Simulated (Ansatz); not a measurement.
# ScAl: further runs on the relaxed cell

The task here is to estimate one member of a computed series from the others.

Method: DFT PBEsol, scalar-relativistic, plane waves, PAW, in Ansatz 0.2.0.

1 further run of the same task is left out (set aside as unsound or not needed).

## Starting point

Symmetry: Pm-3m, No. 221, cubic system. Conventional cell: a = 3.344 Å, b = 3.344 Å, c = 3.344 Å, α = 90.00°, β = 90.00°, γ = 90.00°. Sc (site symmetry m-3m) has 8 Al at 2.90 Å as nearest neighbours. Al (site symmetry m-3m) has 8 Sc at 2.90 Å as nearest neighbours.

As a file:

```xyz
2
Lattice="3.3444 0.0000 0.0000 0.0000 3.3444 0.0000 0.0000 0.0000 3.3444" Properties=species:S:1:pos:R:3 pbc="T T T"
Sc    1.6722    1.6722    1.6722
Al    0.0000    0.0000    0.0000
```

It goes back to an entry of the Materials Project, which need not be the stable form.

It is the result of an earlier relaxation at this level (volume 18.70 Å³/atom; gap on the mesh: none (metal)).

The first run:

Contents of input.yaml:

```yaml
crystal:
  lattice:
    - [3.3444038964, 0.0, 0.0]
    - [0.0, 3.3444038964, 0.0]
    - [0.0, 0.0, 3.3444038964]
  atoms:
    - { symbol: Sc, position: [0.5, 0.5, 0.5] }
    - { symbol: Al, position: [0.0, 0.0, 0.0] }
basis:
  ecutwfc: 420
kpoints:
  mp_grid: { grid: [12, 12, 12] }
  band_path:
    path:
      - [[0.0, 0.0, 0.0], [0.0, 0.5, 0.0], [0.5, 0.5, 0.0], [0.0, 0.0, 0.0], [0.5, 0.5, 0.5], [0.0, 0.5, 0.0]]
      - [[0.5, 0.5, 0.5], [0.5, 0.5, 0.0]]
    npoints: 14
hamiltonian:
  xc: pbesol
scf:
  occupations: { method: gaussian, width: 0.1 }
  n_extra_bands: 6
output:
  forces: true
  stress: true
  eigenvalues: true
  populations: true
  dos: { projected: true, de: 0.02, nscf_kmesh: { grid: [18, 18, 18] } }
  bader: true
  write_density: true
  write_potential: true
  elf: true
  volumetric_format: npy
```

Launch:

```sh
> ansatz run input.yaml --threads 1 --pin off --max-ram 2560MiB --backend cpu --events-out ev --progress --plain --runs-dir out
```

Among the steps run: Electronic structure at the relaxed geometry; Back to the database's cell; Point at V/V0 = 0.97; Point at V/V0 = 1.03; Volume × 0.94; The cell scaled to 1.06 of its volume; Point at V/V0 = 0.91; Point at V/V0 = 1.10; The cell scaled to 0.88 of its volume.

One of the session's tables, all rows but one given; the rest of the session is left out.

It belongs to the step «Energy against volume». 

```
volume (Å³/atom)  energy above the lowest point (meV/atom)  pressure (GPa)
          16.459                                      84.9           13.48
          17.020                                      45.2            9.32
          17.581                                      19.0            5.74
          18.143                                       4.5            2.66
          18.704                                       0.0           -0.01
          19.265                                         ?               ?
          19.826                                      15.6           -4.20
          20.574                                      40.7           -6.41
```

Estimate the missing values for volume (Å³/atom) = 19.265.

Worked estimate for «energy above the lowest point (meV/atom)». A straight line through the neighbours (18.704, 0.0) and (19.826, 15.6) gives 0.0 + (15.6 − 0.0) × (19.265 − 18.704) / (19.826 − 18.704) = 7.8; a parabola fitted to 4 rows on both sides gives 4.2.

**Answer.** energy above the lowest point (meV/atom): 4.2; pressure (GPa): -2.26. In «energy above the lowest point (meV/atom)» the line misses by +3.6 and the parabola by 0.0.
